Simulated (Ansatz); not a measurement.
**One input, then a changed one: KF**

First run: DFT, PBEsol, all-electron LAPW, scalar-relativistic (Ansatz 0.2.0).

Command: `ansatz run input.yaml --threads 1 --pin off --max-ram 2048MiB --backend cpu --events-out ev --progress --plain --runs-dir out` It took 5.1 s on 1 thread of Intel(R) Xeon(R) Platinum 8488C (Sapphire Rapids), on a shared host, peak memory 0.3 GiB.

```yaml
crystal:
  lattice:
    - [0.0, 2.4641391241, 2.4641391241]
    - [2.4641391241, 0.0, 2.4641391241]
    - [2.4641391241, 2.4641391241, 0.0]
  atoms:
    - { symbol: K, position: [0.0, 0.0, 0.0] }
    - { symbol: F, position: [0.5, 0.5, 0.5] }
kpoints:
  mp_grid: { grid: [9, 9, 9] }
  band_path:
    path:
      - [0.0, 0.0, 0.0]
      - [0.5, 0.0, 0.5]
      - [0.625, 0.25, 0.625]
      - [0.375, 0.375, 0.75]
      - [0.0, 0.0, 0.0]
      - [0.5, 0.5, 0.5]
      - [0.5, 0.25, 0.75]
      - [0.5, 0.0, 0.5]
    npoints: 6
scf:
  occupations: { method: fermi_dirac, width: 0.03 }
hamiltonian:
  xc: pbesol
  pseudopotentials: { kind: all_electron, lapw: { basis_error: 0.001 } }
output:
  forces: true
  stress: true
  eigenvalues: true
  populations: true
```

The base volume is that of a database entry, with shape and atoms relaxed on PAW files at held volume, so it needn't be at zero pressure; the structure needn't be the stable phase, at rest or compressed.

This run: volume at 0.8 of the series' base cell.

It converges in 8 SCF iterations at a pressure of 12.81 GPa.

The input is then changed:

```diff
   occupations: { method: fermi_dirac, width: 0.03 }
+  convergence: { dr2_threshold: 1.0e-05 }
 hamiltonian:
```

Q: Predict the outcome of the changed run.

A: It converges in 7 SCF iterations at a pressure of 12.80 GPa, free energy 0.0 meV/atom against the first run's. The settings are coarser than usual, but the energy hardly moved. Results part of its log:
```
Warning: scf.convergence.dr2_threshold = 1e-5 eV is looser than this run's default, which is 1e-7 eV or tighter. The error in the forces grows as the threshold's square root, so leave the key out unless less accurate forces are enough
Warning: output.stress: scf.convergence.dr2_threshold = 1e-5 eV is looser than the 1e-7 eV advised for a printed stress on datasets or a basis made for the crystal, by an estimate of what a threshold leaves in their stress. Set scf.convergence.dr2_threshold to 1e-7 eV or tighter
SCF 1 converged in 7 iterations: F = -19076.140821 eV  dr2 = 2.54e-7
NSCF: frozen V_eff on 43 k-points
SCF converged after 7 iterations
Free energy (F): -19076.140821 eV
Harris-Foulkes:  -19076.140822 eV  (|F-HF|=3.75e-7)
Internal energy: -19076.140821 eV  (E = F + TS)
E sigma→0 (E₀):  -19076.140821 eV
Fermi energy:    7.583769 eV
--- Per-component energies (eV) ---
  E_band       = -2353.784328
  E_kinetic    = 19189.683280
  E_xc         = -1166.120994
  E_electrostatic = -37099.703107  (all electrons and nuclei)
  E_smearing   = -0.000000  (= −TS)
  E_closure    = 0.000000  (closes the sum)
  E_atoms      = -19067.881260  (free atoms, spherical and without spin; not in F)
  Σ components = -19076.140821   (vs F -19076.140821, Δ=0.00e0)
  Basis errors (estimates in eV, not in F): energy 3.1e-4 per atom: plane waves 2.9e-4 (1.6e-4 summed), levels above the bands 3.7e-138, relativity 1.6e-8, radial functions 1.7e-5, core shells 1.4e-9; eigenvalues (radial functions only) 2.7e-5; not estimated: angular momenta, meshes, grids; target (lapw.basis_error) 1.0e-3; muffin-tin radii F 1.218 Å, K 1.246 Å
--- Forces (eV/Å), atoms counted from 1 ---
  atom   1  K      0.00000000    -0.00000000     0.00000000
  atom   2  F      0.00000000     0.00000000     0.00000000
  max |Σ_I F_I| component: 8.55e-31 eV/Å
--- Stress (GPa, compression-positive) ---
       12.803877       0.000000      -0.000000
        0.000000      12.803877      -0.000000
       -0.000000      -0.000000      12.803877
  P = ⅓ Tr σ = 12.8039 GPa (128.039 kbar)
--- Band table (eV; the first three rows and the last of 35) ---
  k-point 0: bands = ["-338.6054", "-265.6273", "-265.6273", "-265.6273", "-21.6646", "-14.8572", "-4.6781", "-4.6781", "-4.6781", "3.7738", "3.7738", "3.7738", "11.2244", "14.9791", "14.9791", "14.9791"]
  k-point 1: bands = ["-338.6054", "-265.6273", "-265.6273", "-265.6273", "-21.6307", "-14.8959", "-4.7293", "-4.6836", "-4.6836", "3.6108", "3.6948", "3.6948", "11.6519", "14.7544", "15.1943", "15.1943"]
  k-point 2: bands = ["-338.6054", "-265.6273", "-265.6273", "-265.6273", "-21.5426", "-14.9963", "-4.8576", "-4.6971", "-4.6971", "3.2442", "3.5006", "3.5006", "12.6945", "14.4843", "15.7659", "15.7659"]
  k-point 34: bands = ["-338.6054", "-265.6273", "-265.6273", "-265.6273", "-21.2984", "-15.0963", "-5.5332", "-5.4424", "-4.7973", "3.1268", "3.6921", "3.7638", "13.7757", "14.5822", "16.3520", "18.7798"]
--- Löwdin populations: 2 sites ---
  site symbol       q [e]
     0      K     18.1470
     1      F      9.7675
  spilling = 0.003054 (of n_electrons = 28.000000)
```
